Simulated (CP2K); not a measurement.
Pd: single point with RPBE+D3(BJ)+ATM

Crystal: Pd.

```
Pd
1.0
     2.75277    0.00000    0.00000
     1.37638    2.38397    0.00000
     1.37638    0.79466    2.24762
Pd
1
Direct
  0.00000 0.00000 0.00000
```

```
Program             : CP2K 2026.2
Task                : single point
Functional          : RPBE
Dispersion          : D3(BJ)+ATM
Potentials or basis : POTENTIAL_UZH Pd GTH-PBE-q18; TZVP-MOLOPT-PBE-GTH basis
Density cutoff      : 6803 eV
k mesh              : 12 × 12 × 12
Occupations         : fermi-dirac, width 0.05 eV
Spin                : no spin polarisation
```

* Pressure: -26.6 GPa
* Band gap on the k mesh: none (metal or under the smearing width)

Levels at points of the mesh, in eV from the Fermi level:
| k point | band 7 | band 8 | band 9 | band 10 | band 11 | band 12 |
| --- | --- | --- | --- | --- | --- | --- |
| (0.00, 0.00, 0.00) | -2.84 | -2.84 | -1.21 | -1.21 | 18.06 | 22.61 |
| (0.00, 0.00, 0.50) | -2.89 | 0.00 | 0.00 | 0.98 | 7.42 | 17.68 |
| (0.00, 0.50, 0.50) | -0.03 | 0.31 | 0.31 | 3.33 | 10.90 | 13.25 |

Wall time 2.2 min on 1 thread of Arm Neoverse V2, with other jobs on the host, peak memory 0.31 GiB.

Caveat: the potentials were made for another functional, which shifts forces and pressure; the basis of atomic orbitals isn't converged, which shifts pressures, moduli and gaps; pairwise dispersion overbinds metals, which lowers pressure and volume.
